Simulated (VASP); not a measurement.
A run of VASP 6.6.1:

File INCAR:

```
SYSTEM = Sc
PREC = Accurate
ENCUT = 520
EDIFF = 1E-6
ISMEAR = 0
SIGMA = 0.1
LREAL = .FALSE.
LASPH = .TRUE.
NELM = 100
ALGO = Normal
ISIF = 2
LWAVE = .FALSE.
LCHARG = .FALSE.
GGA = PE
NBANDS = 12
```

File KPOINTS:

```
Automatic mesh
0
G
  16 16 16
  0 0 0
```

File POSCAR:

```
Sc
1.0
    0.0000000000      2.2838959500      2.2838959500
    2.2838959500      0.0000000000      2.2838959500
    2.2838959500      2.2838959500      0.0000000000
Sc
1
Direct
    0.0000000000      0.0000000000      0.0000000000
```

Potentials or basis: VASP PAW PBE potentials, release 64 (Sc_sv).

The run is started by

```console
$ cat potpaw_PBE.64/Sc_sv/POTCAR > POTCAR
$ mpirun -np 1 vasp_std > vasp.out
```

Hardware: 1 thread of Intel(R) Xeon(R) 6975P-C (Granite Rapids), with other jobs on the host.

Q: Estimate the wall time of this run.

A: It took 14 s on 1 thread of Intel(R) Xeon(R) 6975P-C (Granite Rapids), with other jobs on the host, peak memory 0.16 GiB. Counts: scf iterations 12, k points 145.
